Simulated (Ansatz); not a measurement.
# AlP (F-43m): all-electron equation of state in Python

A script is to give an all-electron equation of state; the system is AlP (F-43m).

The COD entry's cell or inner coordinates are ideal or old and differ from later refinements, so a difference from it is no clean test against experiment.

All numbers are computed with the Python package of Ansatz 0.2.0. Level of theory: DFT PBE, all-electron LAPW.

**1. The system**

It takes space group F-43m (No. 216, cubic). Conventional cell: a = 5.451 Å, b = 5.451 Å, c = 5.451 Å, α = 90.00°, β = 90.00°, γ = 90.00°. Around Al (site symmetry -43m) lie 4 P at 2.36 Å. P (site symmetry -43m) has 4 Al at 2.36 Å as nearest neighbours.

The script holds or builds the structure itself.

**2. The script**

alp_eos_lapw.py

```python
"""All-electron equation of state of AlP."""

from dataclasses import dataclass

import ansatz as az
from ase.eos import EquationOfState
from ase.units import GPa
import numpy as np


@dataclass(frozen=True)
class Settings:
    occupations: str = "fixed"
    functional: str = "pbe"
    kmesh: tuple[int, ...] = (6, 6, 6)


cfg = Settings()

VECTORS = np.array([
    [0.0, 2.7255, 2.7255],
    [2.7255, 0.0, 2.7255],
    [2.7255, 2.7255, 0.0],
])
SITES = [
    ("Al", (0.0, 0.0, 0.0)),
    ("P", (0.25, 0.25, 0.25)),
]


def build(cell):
    crystal = az.Crystal(lattice=az.Lattice.of(cell))
    for symbol, position in SITES:
        crystal = crystal.atom(symbol, position)
    return crystal


def main() -> None:
    volumes, energies = [], []
    for scale in np.linspace(0.94, 1.06, 5):
        cell = VECTORS * scale ** (1 / 3)
        model = (
            build(cell).calculation()
            .occupations(cfg.occupations)
            .functional(cfg.functional)
            .kpoints(*cfg.kmesh)
            .pseudopotentials("all_electron", lapw=True)
        )
        report = model.run().report
        volumes.append(abs(np.linalg.det(cell)) / len(SITES))
        energies.append(report["free_energy_ev"] / len(SITES))
        print(f"{scale:.3f} {volumes[-1]:9.4f} A^3/atom {energies[-1]:16.5f} eV/atom  (estimated basis error {1000 * report['lapw_basis_errors']['total_ev_per_atom']:.2f} meV/atom)")
    v0, e0, bulk = EquationOfState(volumes, energies, eos="birchmurnaghan").fit()
    print(f"V0 = {v0:.4f} A^3/atom, B0 = {bulk / GPa:.1f} GPa")


if __name__ == "__main__":
    main()
```

**3. Running it**

Command:

```
python alp_eos_lapw.py
```

Output:

```text
0.940   19.0312 A^3/atom      -7958.82899 eV/atom  (estimated basis error 0.12 meV/atom)
0.970   19.6386 A^3/atom      -7958.85729 eV/atom  (estimated basis error 0.12 meV/atom)
1.000   20.2460 A^3/atom      -7958.87321 eV/atom  (estimated basis error 0.12 meV/atom)
1.030   20.8533 A^3/atom      -7958.87846 eV/atom  (estimated basis error 0.12 meV/atom)
1.060   21.4607 A^3/atom      -7958.87453 eV/atom  (estimated basis error 0.12 meV/atom)
V0 = 20.8822 A^3/atom, B0 = 82.6 GPa
```

It took 16 s on 1 thread of Arm Neoverse V2, shared host; peak memory 0.32 GiB.

**4. What each run gave**

From the records of these 5 runs:

```
run  volume (Å³/atom)  energy from run 4 (meV/atom)  gap on the mesh (eV)  SCF cycles  CPU time (s)
  1            19.031                         49.47                  1.44           6             3
  2            19.639                         21.17                  1.51           6           2.9
  3            20.246                          5.25                  1.57           6           2.9
  4            20.853                          0.00                  1.63           6           2.9
  5            21.461                          3.93                  1.68           6           2.9
```

**5. Outcome**

| quantity | value |
| --- | --- |
| runs compared | 5 |
| range of energy | 49.47 meV/atom |
| lowest point, volume (Å³/atom) | 20.853 |
| equilibrium volume (fit) | 20.88 Å³/atom |
| bulk modulus (fit) | 83 GPa |

A third-order Birch-Murnaghan fit through the 5 points has its minimum at 20.88 Å³ an atom, 3.1 % above the typed cell, with a bulk modulus of 83 GPa and dB/dP = 4.1. From that minimum the energy rises by 49.5 meV an atom on the compressed side and 3.9 meV on the expanded side. The window is off centre, so dB/dP is rough. Notes:
- Of the deposited cell: the entry's cell lengths or inner coordinates differ somewhat from later room-temperature determinations.
